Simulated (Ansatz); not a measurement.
# Si2Mo (P6_222) in Ansatz: notebook

The runs below take Si2Mo through relaxation of cell and atoms, single point, with PBEsol+U, PBE.

Everything below comes from runs of Ansatz 0.2.0. Logs are shortened: lines on timing, memory, paths and dates and some standing lists are left out, and cuts for length are marked.

## Step 1: The crystal as given

Symmetry: P6_222, No. 180, hexagonal system. The conventional cell has a = 4.585 Å, b = 4.585 Å, c = 6.580 Å, α = 90.00°, β = 90.00°, γ = 120.00°. Mo (site symmetry 222) is surrounded by 10 Si at 2.57 to 2.67 Å. Si (site symmetry 2) has 5 Si at 2.55 to 2.67 Å and 5 Mo at 2.57 to 2.67 Å as nearest neighbours.

Measurements of this composition are mostly on another form, of space group No. 139.

## Step 2: Relaxation of cell and atoms, PBEsol+U

input.yaml

```yaml
crystal:
  lattice:
    - [4.5854715599, 0.0, 0.0]
    - [-2.29273578, 3.9711348592, 0.0]
    - [0.0, 0.0, 6.5797601]
  atoms:
    - { symbol: Mo, position: [0.5, 0.5, 0.8333333333] }
    - { symbol: Mo, position: [0.0, 0.5, 0.1666666667] }
    - { symbol: Mo, position: [0.5, 0.0, 0.5] }
    - { symbol: Si, position: [0.16387298, 0.32774596, 0.5] }
    - { symbol: Si, position: [0.67225404, 0.83612702, 0.1666666667] }
    - { symbol: Si, position: [0.83612702, 0.16387298, 0.8333333333] }
    - { symbol: Si, position: [0.83612702, 0.67225404, 0.5] }
    - { symbol: Si, position: [0.32774596, 0.16387298, 0.1666666667] }
    - { symbol: Si, position: [0.16387298, 0.83612702, 0.8333333333] }
hamiltonian:
  xc: pbesol
  pseudopotentials: { kind: paw }
  hubbard: { sites: [{ species: Mo, l: d, u_eff: 8.0 }] }
kpoints:
  mp_grid: { grid: [5, 5, 3] }
scf:
  occupations: { method: fermi_dirac, width: 0.05 }
output:
  forces: true
  stress: true
  eigenvalues: true
relax:
  f_tol: 0.01
  max_steps: 40
  cell: { stress_tol: 0.05 }
```

Potentials or basis: Ansatz PAW.

Run with:

```bash
$ ansatz run input.yaml --threads 4 --pin off --max-ram 11264MiB --backend cpu --events-out ev --progress --plain --runs-dir out
```

The log of the run:

```text
Warning: RAYON_NUM_THREADS=4 ignored (pool sized by the plan → 4); use --threads N
Mo: projections on atomic orbitals take those of the free atom [Ar 3d10] 4s2 4p6 4d5 5s1, of charge +0.00 (hamiltonian.pseudopotentials.projection_atoms); the dataset's partial waves leave at most 6.0e-6 of an orbital's norm unspanned inside its sphere
Si: projections on atomic orbitals take those of the free atom [Ne] 3s2 3p2, of charge +0.00 (hamiltonian.pseudopotentials.projection_atoms); the dataset's partial waves leave at most 6.1e-8 of an orbital's norm unspanned inside its sphere
Engine: ansatz 0.2.0, aarch64-unknown-linux-gnu
Pseudopotentials: kind: paw
Pseudopotential: Mo, paw, valence charge 14, recommended cutoff 420 eV (normal), Mo.paw.azcp
Pseudopotential: Si, paw, valence charge 4, recommended cutoff 420 eV (normal), Si.paw.azcp
Functional definition: PBEsol
  exchange = pbesol_x
  correlation = pbesol_c
Crystal: 9 atoms, lattice volume = 119.814 Å³
Basis set: ecut = 420 eV, 2331 PW (Γ), exchange–correlation on 64×64×90 points (8 copies of the dense FFT grid, shifted against one another)
Bands: 42, of which v1, the nominal top of the filled ones, is band 33 counted from 1 (32 counted from 0)
Symmetry: 12 space group operations
Space group: P6222 (ITA 180), of the structure as read, at distance tolerance 4.9e-5 Å
k-points: 10 of 75
Non-local potential: Mo, projectors of the file, l = 0: 3, l = 1: 2, l = 2: 2, l = 3: 1
Non-local potential: Si, projectors of the file, l = 0: 2, l = 1: 2, l = 2: 2
PAW form: soft (Blöchl's): semilocal exchange-correlation on the pseudo side does not see the compensation charge
PAW frozen core: Mo, regenerated for the run's functional, and the local potential with it (the file was generated under x = pbe(κ = 0.804, μ = 0.2195149727645171), c = pbe(β = 0.06672455060314922))
PAW frozen core: Si, regenerated for the run's functional, and the local potential with it (the file was generated under x = pbe(κ = 0.804, μ = 0.2195149727645171), c = pbe(β = 0.06672455060314922))
PAW one-centre angular grid: Mo, 590 points (default); XC on 64 Gauss nodes
PAW one-centre angular grid: Si, 110 points (default); XC on 64 Gauss nodes
Initial density: superposition of atomic densities (chi_scale 0.1, normalization cell, long waves of neutral atoms under a Hubbard term (reshape's long-wave potential 0.00 eV rms, cloud 2.65 Å wide))
Initial wavefunctions: pseudopotential atomic-orbital guess
Functional: x = pbesol(κ = 0.804, μ = 0.12345679012345678), c = pbesol(β = 0.046)
SCF iter   1: F=—  HF=-18400.148447 eV  |F-HF|=—  |Δ(HF+E_count)|=         —  Δρ=9.20e-2  dr2=1.52e1  ethr=3.10e-3  ⟨swp⟩=7.7  Hψ=1886  notcnv=0
preconditioner: auto → Resta (q_TF=auto, 2.470 Å⁻¹)  ε∞=9.3  [insulator: Δε(μ)=0.246 eV  Ē_g=7.626 eV  σ=0.050 eV  W_gap=0.64  n_scr=22 (ndim 8)  ℏωp=22.0 eV  f_vac=0.000  D(μ)=0.94/eV (n_scr^D=2)  ε∞_Penn≈9.3]
[... 64 lines left out ...]
  E_vpaw       = -453.357015  (= ΣTr[D̂ρ^β])
  E_aug_tail   = 0.000081  (compensation charges beyond the density's cutoff)
  E_ewald      = -5160.740735
  E_core_change = 0.817262  (= ΣΔE_core)
  E_smearing   = -0.000000  (= −TS)
  E_closure    = 0.000000  (closes the sum)
  Σ components = -18397.980982   (vs F -18397.980982, Δ=0.00e0)
--- Forces (eV/Å), atoms counted from 1 ---
  atom   1  Mo     0.00000000     0.00000000     0.00000000
  atom   2  Mo    -0.00000000    -0.00000000    -0.00000000
  atom   3  Mo     0.00000000     0.00000000     0.00000000
  atom   4  Si     0.00000000    -0.00482366    -0.00000000
  atom   5  Si     0.00417741     0.00241183    -0.00000000
  atom   6  Si     0.00417741    -0.00241183     0.00000000
  atom   7  Si    -0.00000000     0.00482366     0.00000000
  atom   8  Si    -0.00417741    -0.00241183     0.00000000
  atom   9  Si    -0.00417741     0.00241183    -0.00000000
  max |Σ_I F_I| component: 5.68e-17 eV/Å
--- Stress (GPa, compression-positive) ---
        0.001497      -0.000000      -0.000000
       -0.000000       0.001497      -0.000000
       -0.000000      -0.000000      -0.038816
  P = ⅓ Tr σ = -0.0119 GPa (-0.119 kbar)
--- Band table (eV; the first three rows and the last of 10) ---
  k-point 0: bands = ["-43.6811", "-43.6489", "-43.6489", "-18.0368", "-17.9904", "-17.9904", "-17.9855", "-17.9855", "-17.8864", "-17.8604", "-17.8604", "-17.8016", "2.5655", "5.4580", "5.4580", "9.2968", "9.7223", "9.7223", "10.5312", "10.5312", "10.8624", "11.2816", "11.2816", "11.8062", "12.9984", "12.9984", "13.2896", "13.2896", "14.0835", "14.1531", "14.1531", "14.5569", "14.7628", "18.8053", "18.8053", "19.1154", "19.2850", "19.4589", "19.4589", "19.5498", "19.5932", "19.5932"]
  k-point 1: bands = ["-43.6760", "-43.6637", "-43.6386", "-18.0399", "-18.0183", "-17.9963", "-17.9858", "-17.9093", "-17.8953", "-17.8932", "-17.8330", "-17.8267", "2.9700", "4.0566", "6.6854", "9.4694", "9.5649", "9.5695", "9.9151", "10.9965", "11.0369", "11.0402", "11.0816", "11.3365", "12.4846", "13.2500", "13.2780", "13.9792", "14.2689", "14.4346", "14.5007", "14.7162", "15.3394", "18.3582", "18.7460", "19.0244", "19.0544", "19.1039", "19.4027", "19.5608", "19.6217", "19.7547"]
  k-point 2: bands = ["-43.6784", "-43.6510", "-43.6480", "-18.0524", "-18.0144", "-18.0001", "-17.9756", "-17.9702", "-17.8848", "-17.8623", "-17.8526", "-17.7998", "2.9675", "5.7128", "5.7763", "7.8402", "8.7126", "9.6502", "9.7814", "11.0472", "11.5172", "11.8448", "12.3354", "12.4122", "12.8490", "13.0779", "13.3028", "13.3626", "13.6463", "14.0710", "14.0855", "14.1743", "14.6193", "17.8801", "18.0947", "18.2437", "18.3191", "18.7534", "19.1160", "19.6481", "19.6830", "19.8305"]
  k-point 9: bands = ["-43.6679", "-43.6584", "-43.6495", "-18.0650", "-18.0501", "-18.0155", "-17.9782", "-17.9387", "-17.9133", "-17.8645", "-17.8189", "-17.7970", "4.9692", "5.6082", "5.8317", "6.5833", "7.6988", "8.8265", "9.6529", "10.0915", "10.9457", "12.2121", "12.6101", "12.7221", "12.9212", "13.0275", "13.2529", "13.3393", "14.1042", "14.5260", "14.7636", "14.9965", "15.6513", "17.7102", "17.8147", "18.0916", "18.1960", "18.4956", "18.8707", "19.1406", "19.3545", "19.7875"]
Occupation matrices written to <dir>
--- Relaxed structure (3 steps of the walk, 3 accepted, 1 SCFs on fresh bases) ---
  F+E_penalty+E_count = -18397.98098168 eV   max|allowed force component| = 4.824e-3 eV/Å   (the final SCF, on the basis selected at the relaxed cell)
  cell:  # Å, volume = 118.3596 Å³
    - [4.5672713599638834, 2.8753034675660176e-11, -5.971274029227497e-35]
    - [-2.2836356800068423, 3.955373023691448, -7.356912989762025e-35]
    - [-4.2841341495596913e-35, -4.2841341495596913e-35, 6.551777527420735]
  atoms:
    - { symbol: Mo, position: [0.49999999999999994, 0.5, 0.8333333333333334] }
    - { symbol: Mo, position: [2.465943602307762e-36, 0.5, 0.16666666666666669] }
    - { symbol: Mo, position: [0.5, 3.0335637275031923e-21, 0.5] }
    - { symbol: Si, position: [0.1636356395720445, 0.32727127914408904, 0.5] }
    - { symbol: Si, position: [0.6727287208559108, 0.8363643604279555, 0.16666666666666669] }
    - { symbol: Si, position: [0.8363643604279555, 0.1636356395720445, 0.8333333333333334] }
    - { symbol: Si, position: [0.8363643604279555, 0.6727287208559111, 0.5] }
    - { symbol: Si, position: [0.32727127914408904, 0.16363563957204452, 0.16666666666666669] }
    - { symbol: Si, position: [0.16363563957204447, 0.8363643604279555, 0.8333333333333334] }
```

It took 9 s on 4 threads of Arm Neoverse V1, shared host; peak memory 0.45 GiB.

What came out:

```
Free energy                            : -18397.9810 eV
Relaxed volume                         : 13.15 Å³/atom
Relaxed cell                           : a = 4.567 Å, b = 4.567 Å, c = 6.552 Å, α = 90.00°, β = 90.00°, γ = 120.00°
Space group after relaxing (to 0.05 Å) : P6_222 (No. 180)
Energy gained by relaxing              : 1.3 meV/atom
Ionic steps                            : 4
Pressure after relaxing                : 0.0 GPa
Largest force after relaxing           : 0.005 eV/Å
Band gap on the k mesh                 : 1.52 eV, indirect (least direct gap 1.85 eV)
```

Forces in eV/Å, atoms in the order of the input:
```
Mo   0.000  0.000  0.000
Mo   0.000  0.000  0.000
Mo   0.000  0.000  0.000
Si   0.000 -0.005  0.000
Si   0.004  0.002  0.000
Si   0.004 -0.002  0.000
Si   0.000  0.005  0.000
Si  -0.004 -0.002  0.000
Si  -0.004  0.002  0.000
```

Step by step:
| step | energy change (eV) | largest force (eV/Å) | volume (Å³) |
| --- | --- | --- | --- |
| 1 | 0.0000 | 0.0370 | 119.81 |
| 2 | -0.0118 | 0.0180 | 118.06 |
| 3 | -0.0123 | 0.0044 | 118.36 |
| 4 | -0.0120 | 0.0048 | 118.36 |

Final structure:
```yaml
crystal:
  lattice:
    - [4.56727, 0.00000, 0.00000]
    - [-2.28364, 3.95537, 0.00000]
    - [0.00000, 0.00000, 6.55178]
  atoms:
    - { symbol: Mo, position: [0.50000, 0.50000, 0.83333] }
    - { symbol: Mo, position: [0.00000, 0.50000, 0.16667] }
    - { symbol: Mo, position: [0.50000, 0.00000, 0.50000] }
    - { symbol: Si, position: [0.16364, 0.32727, 0.50000] }
    - { symbol: Si, position: [0.67273, 0.83636, 0.16667] }
    - { symbol: Si, position: [0.83636, 0.16364, 0.83333] }
    - { symbol: Si, position: [0.83636, 0.67273, 0.50000] }
    - { symbol: Si, position: [0.32727, 0.16364, 0.16667] }
    - { symbol: Si, position: [0.16364, 0.83636, 0.83333] }
```

Eigenvalues of the final occupation matrices:
```tsv
site	spin	trace	eigenvalues
site 1	1	2.93	0.42 0.52 0.62 0.66 0.72
site 2	1	2.93	0.42 0.52 0.62 0.66 0.72
site 3	1	2.93	0.42 0.52 0.62 0.66 0.72
```

Caveat: odd divisions of the mesh miss points on the zone boundary, where band edges often lie, so the gap on the mesh can be too wide; the plane-wave basis is chosen anew once the cell has moved, so the energies of steps on either side of that aren't comparable; the PAW data sets come from PBE, with cores solved anew for the run's functional, which leaves a small shift of forces and pressure; the U is typed as a test and isn't derived for this compound. A k mesh can miss the band edges.

## Step 3: Single point, PBE

input.yaml: that of step 2 with these lines changed.

```diff
@@ -16,5 +16,4 @@
 hamiltonian:
-  xc: pbesol
+  xc: pbe
   pseudopotentials: { kind: paw }
-  hubbard: { sites: [{ species: Mo, l: d, u_eff: 8.0 }] }
 kpoints:
@@ -27,5 +26,5 @@
   eigenvalues: true
-relax:
-  f_tol: 0.01
-  max_steps: 40
-  cell: { stress_tol: 0.05 }
+  write_density: true
+  write_potential: true
+  elf: true
+  volumetric_format: npy
```

Potentials or basis: Ansatz PAW.

Run with:

```bash
$ ansatz run input.yaml --threads 4 --pin off --max-ram 11264MiB --backend cpu --events-out ev --progress --plain --runs-dir out
```

Wall time 2 s (4 threads of Arm Neoverse V1, shared host); peak memory 0.41 GiB.

Results (log left out):

- Free energy: -18687.1176 eV
- Pressure: 3.5 GPa
- Largest force: 0.016 eV/Å
- Band gap on the k mesh: 0.62 eV, indirect (least direct gap 0.91 eV)

Forces in eV/Å, atoms in the order of the input:
```
Mo   0.000  0.000  0.000
Mo   0.000  0.000  0.000
Mo   0.000  0.000  0.000
Si   0.000  0.016  0.000
Si  -0.014 -0.008  0.000
Si  -0.014  0.008  0.000
Si   0.000 -0.016  0.000
Si   0.014  0.008  0.000
Si   0.014 -0.008  0.000
```

Stress tensor (GPa, compression positive):
```
3.60 0.00 0.00
0.00 3.60 0.00
0.00 0.00 3.29
```

Levels at points of the mesh, in eV from the valence-band top:
| k point | band 31 | band 32 | band 33 | band 34 | band 35 | band 36 |
| --- | --- | --- | --- | --- | --- | --- |
| (0.00, 0.00, 0.00) | -2.40 | -1.75 | -0.47 | 2.34 | 2.71 | 2.71 |

Caveat: odd divisions of the mesh miss points on the zone boundary, where band edges often lie, so the gap on the mesh can be too wide.
